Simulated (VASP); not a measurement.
Runs of VASP 6.6.1 on H. It takes space group I4/mmm (No. 139, tetragonal). The conventional cell has a = 3.383 Å, b = 3.383 Å, c = 4.117 Å, α = 90.00°, β = 90.00°, γ = 90.00°. H (site symmetry 4mm) is surrounded by 1 H at 0.74 Å. 

```csv
task,level,potentials or basis,cell,k mesh,cutoff (eV),smearing,grid for exact exchange (PRECFOCK),exchange at q = 0,share of exact exchange,optimiser,mesh quality,gap on the mesh (eV),pressure (GPa),largest force (eV/Å)
dielectric tensor,PBE-EpsX,"VASP PAW PBE potentials, release 64 (H)",volume scaled by 1.08,6 × 6 × 6,500,fermi-dirac 0.05 eV,Fast,default,0.6676,-,coarse,15.07,-,-
band structure,PBE+MBD-FI,"VASP PAW PBE potentials, release 64 (H)",as given,11 × 11 × 11,520,gaussian 0.05 eV,-,-,-,-,not flagged,9.05,(b),0.29
single point,PBE,"VASP PAW PBE potentials, release 64 (H)",as given,11 × 11 × 11,500,gaussian 0.1 eV,-,-,-,-,not flagged,9.05,0.6,(a)
density of states,r2SCAN+D3(BJ),"VASP PAW PBE potentials, release 64 (H_h)",as given,11 × 11 × 11,900,tetrahedron,-,-,-,-,not flagged,9.77,-0.1,0.01
relaxation of cell and atoms,PBEsol,"VASP PAW PBE potentials, release 64 (H)","relaxed from: atoms moved at random, drawn with an rms of 0.15 Å",10 × 10 × 11,600,gaussian 0.1 eV,-,-,-,vasp,not flagged,8.25,0.1,0.01
```

Alike in all rows: no spin polarisation.

Q: Fill in the values left out.

A: (a) 0.27; (b) 0.4.

Caveats: some runs use coarse meshes; the PAW data sets were made with another functional, which shifts forces and pressure a little (some runs); an odd mesh through Γ misses points on the zone boundary, where band edges often lie (some runs); the mesh misses the band edges, which the band path finds closer together (some runs).
